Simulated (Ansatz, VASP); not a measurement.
## Fe: VASP beside Ansatz

```
CELL_PARAMETERS angstrom
0.00000 1.96729 1.99096
1.51816 0.00000 1.99096
1.51816 1.96729 0.00000
ATOMIC_POSITIONS crystal
Fe 0.00000 0.00000 0.00000
```

Alike in both runs: task single point; functional PBEsol; k mesh 13 × 13 × 13; occupations fermi-dirac, width 0.05 eV; collinear spin.

```csv
,VASP,Ansatz
version,VASP 6.6.1,Ansatz 0.2.0
potentials or method,"VASP PAW PBE potentials, release 64 (Fe)",Ansatz PAW
plane-wave cutoff (eV),520,420
valence electrons in the cell,8,16
```

|  | VASP | Ansatz | Ansatz less VASP |
| --- | --- | --- | --- |
| gap on the k mesh at the Fermi level (eV) | none | none | - |
| pressure (GPa) | -15.3 | -15.7 | -0.38 |
| largest component of the traceless stress (GPa) | 3.98 | 4.00 | +0.014 |
| net moment per atom (μB) | 2.30 | 2.28 | -0.023 |
| size of the moment on the site where the two differ most (μB) | 2.30 | 2.32 | +0.022 |

Site moments also hang on the region over which each program counts them. A gap of «none» marks a metal or a gap that the smearing closes. The two sets of potentials don't hold the same shells in valence.

Caveats: so large a pressure means that the cell lies far from this level's equilibrium, or that cutoff or potentials fall short (VASP); the potentials were made for another functional, which shifts forces and pressure (VASP); the PAW data sets come from PBE, with cores solved anew for the run's functional, which leaves a small shift of forces and pressure (Ansatz).
